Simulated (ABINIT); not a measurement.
Set up this calculation in ABINIT 10.8.3 (patched build), as an ASE script.

```yaml
Task: relaxation of cell and atoms
Functional: PBE
Dispersion: D3
Potentials_or_basis: JTH PAW PBE v2.0
Cutoff: 707 eV
k_mesh: 8 × 8 × 5
Occupations: fermi-dirac, width 0.05 eV
Spin: no spin polarisation
Cutoff_smearing_ecutsm_Ha: 0.5
Optimiser: BFGS
Force_threshold_eV/Å: 0.02
Dispersion_computed_by: simple-dftd3 1.7.0
Fine-grid_cutoff: 1306.15 eV
```

Crystal: Cu.

```
Cu
1.0
     2.53410    0.00000    0.00000
    -1.26705    2.19459    0.00000
     0.00000    0.00000    4.11257
Cu
2
Direct
  0.66667 0.33333 0.75000
  0.33333 0.66667 0.25000
```

This isn't the form of Cu at room conditions, which is fcc.

One way to write it, as run:

run.py

```python
import json, os
import numpy as np
from ase.constraints import FixSymmetry
from ase.optimize import BFGS
from ase.filters import FrechetCellFilter
from ase.units import GPa
from ase.calculators.mixing import SumCalculator
from dftd3.ase import DFTD3
from ase.calculators.abinit import Abinit, AbinitProfile
from ase import Atoms

atoms = Atoms(['Cu', 'Cu'],
              cell=[[2.5340966698, 0.0, 0.0], [-1.2670483349, 2.1945920917, 0.0], [0.0, 0.0, 4.112571]],
              scaled_positions=[[0.6666666667, 0.3333333333, 0.75], [0.3333333333, 0.6666666667, 0.25]],
              pbc=True)

profile = AbinitProfile(command='abinit', pp_paths=[os.path.abspath('pseudos')])
params = dict(
    pps='pawxml', xc='PBE',
    chksymtnons=0,
    tolsym=1e-05,
    ecut=707.496,
    pawecutdg=1306.1465,
    pawxcdev=0,
    kptopt=1,
    ngkpt=[8, 8, 5],
    nshiftk=1,
    shiftk=[0.0, 0.0, 0.0],
    ixc=11,
    nband=23,
    occopt=3,
    tsmear=0.05,
    nstep=100,
    tolvrs=1e-09,
    prtwf=0,
    prtden=0,
    ecutsm=0.5,
)

atoms.calc = SumCalculator([Abinit(profile=profile, directory='run', **params), DFTD3(method='pbe', damping='d3zero')])
atoms.set_constraint(FixSymmetry(atoms, symprec=1e-4))
opt = BFGS(FrechetCellFilter(atoms), trajectory='opt.traj')
converged = opt.run(fmax=0.02, steps=30)
print('converged', converged)
print('cell (A)', np.round(atoms.cell[:], 5).tolist())
energy = atoms.get_potential_energy()
forces = atoms.get_forces()
stress = atoms.get_stress()
print(f'energy {energy:.6f} eV')
print('forces (eV/A)')
print(np.round(forces, 5))
print('stress (GPa, Voigt, tension positive)', np.round(stress / GPa, 4))
json.dump(dict(energy=energy, forces=forces.tolist(), stress=stress.tolist(), cell=atoms.cell.tolist(), frac=atoms.get_scaled_positions(wrap=False).tolist()), open('results.json', 'w'))
```

Potentials or basis: JTH PAW PBE v2.0.

The run is started by

```bash
$ python run.py
```

It gave:

```json
{
  "Relaxed volume": "11.35 Å³/atom",
  "Relaxed cell": "a = 2.530 Å, b = 2.530 Å, c = 4.097 Å, α = 90.00°, β = 90.00°, γ = 120.00°",
  "Space group after relaxing (to 0.05 Å)": "P6_3/mmc (No. 194)",
  "Energy gained by relaxing": "0.3 meV/atom",
  "Ionic steps": "3",
  "Pressure after relaxing": "0.1 GPa",
  "Band gap on the k mesh": "none (metal or under the smearing width)",
  "Valence electrons inside the program's atomic spheres": "Cu 17.39 (radii [1.0588] Å)",
  "Dispersion energy per atom": "-0.526 eV"
}
```

Caveat: the log and the count of SCF iterations are those of the last ABINIT call alone; pairwise dispersion overbinds metals, which lowers pressure and volume.

It took 73 s on 1 thread of Arm Neoverse V2, on a shared host, peak memory 0.11 GiB.
